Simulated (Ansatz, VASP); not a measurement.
Two plane-wave programs on CuAu

```xyz
2
Lattice="1.4236 0.8219 4.1986 -1.4236 0.8219 4.1986 0.0000 -1.6438 4.1986" Properties=species:S:1:pos:R:3 pbc="T T T"
Au    0.0000    0.0000    0.0000
Cu    0.0000    0.0000    6.2980
```

The cell comes from a database or a generator and needn't be the stable form of this composition.

Alike in both runs: task single point; functional PBEsol; k mesh 11 × 11 × 11; occupations fermi-dirac, width 0.05 eV; no spin polarisation.

|  | VASP | Ansatz |
| --- | --- | --- |
| version | VASP 6.6.1 | Ansatz 0.2.0 |
| potentials or method | VASP PAW PBE potentials, release 64 (Au, Cu) | Ansatz PAW |
| plane-wave cutoff (eV) | 520 | 420 |
| valence electrons in the cell | 22 | 38 |

Ansatz gave:

- gap on the k mesh at the Fermi level (eV): none
- pressure (GPa): -2.6
- largest component of the traceless stress (GPa): 1.57

**Question.** Which values does VASP return?

**Answer.** gap on the k mesh at the Fermi level (eV): none; pressure (GPa): -2.5; largest component of the traceless stress (GPa): 1.71.

A gap of «none» marks a metal or a gap that the smearing closes. The two sets of potentials don't hold the same shells in valence.

Caveats: the PAW data sets were made with another functional, which shifts forces and pressure a little (VASP); the PAW data sets come from PBE, with cores solved anew for the run's functional, which leaves a small shift of forces and pressure (Ansatz). Spin-orbit coupling is left out, which matters for the levels of Au.
